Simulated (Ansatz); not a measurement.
# Au in Ansatz: the effect of functional

Crystal: Au.

```
Au
1.0
     2.84080    0.00000    0.00000
    -1.42040    2.46020    0.00000
     0.00000    0.00000    4.78038
Au
2
Cartesian
  1.4204 0.8201 1.1951
  0.0000 1.6401 3.5853
```

This isn't the form of Au at room conditions, which is fcc.

The cell isn't the ideal one: volume scaled by 0.94.

Alike in all runs:

```yaml
Program: Ansatz 0.2.0
Task: single point
Potentials_or_basis: Ansatz PAW
k_mesh: 11 × 11 × 6
Occupations: fermi-dirac, width 0.05 eV
Spin: no spin polarisation
```

| functional | cutoff | pressure (GPa) |
| --- | --- | --- |
| LDA | 420 eV (not typed: the program's choice for these potentials) | -1.3 |
| PBEsol | 420 eV (not typed: the program's choice for these potentials) | 3.5 |
| r2SCAN | 500 eV (not typed: the program's choice for these potentials) | ? |

Problem. What does the run with functional r2SCAN give?

Solution. Pressure 9.0 GPa.

Caveats: the PAW data sets come from PBE, with cores solved anew for the run's functional, which leaves a small shift of forces and pressure.
